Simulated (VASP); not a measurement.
Write the native input for VASP 6.6.1 that does the following.

```yaml
Task: relaxation of cell and atoms
Functional: PBEsol
Potentials_or_basis: VASP PAW PBE potentials, release 64 (Ti_sv)
Cutoff: 600 eV
k_mesh: 15 × 15 × 8
Occupations: methfessel-paxton, width 0.1 eV
Spin: no spin polarisation
Further_INCAR_settings: ALGO = Normal; EDIFF = 1e-07; IBRION = 2; EDIFFG = -0.005; NSW = 90; ISIF = 3
```

The structure of Ti lies in POSCAR:

```
Ti                                      
1.0
    2.9021000120      0.0000000000      0.0000000000
   -1.4510500060      2.5132923347      0.0000000000
    0.0000000000     -0.0000000000      4.5750142022
  Ti            
     2
Direct
     0.3333333332999970    0.6666666667000030    0.2500000000000000
     0.6666666667000030    0.3333333332999970    0.7500000000000000
```

These files were run (other wordings do the same):

INCAR

```
SYSTEM = Ti
  ALGO = Normal
  EDIFF = 1E-7
  EDIFFG = -0.005
  ENCUT = 600
  GGA = PS
  IBRION = 2
  ISIF = 3
  ISMEAR = 1
  LASPH = .True.
  LCHARG = .False.
  LREAL = .False.
  LWAVE = .False.
  NELM = 80
  NSW = 90
  PREC = Accurate
  SIGMA = 0.1
```

KPOINTS

```
k-points
0
Gamma
  15 15 8
  0 0 0
```

Potentials or basis: VASP PAW PBE potentials, release 64 (Ti_sv).

Launch:

```bash
$ cat potpaw_PBE.64/Ti_sv/POTCAR > POTCAR
$ mpirun -np 1 vasp_std > vasp.out
```

Results of the run:

The pressure after relaxing is 0.0 GPa and the band gap on the k mesh is none (metal or under the smearing width).

Caveat: the relaxation stopped at its first step, so nothing moved; the PAW data sets were made with another functional, which shifts forces and pressure a little.

Run time: 99 s on 1 thread of Intel(R) Xeon(R) Platinum 8375C CPU @ 2.90GHz (Ice Lake), on a shared host, peak memory 0.21 GiB.
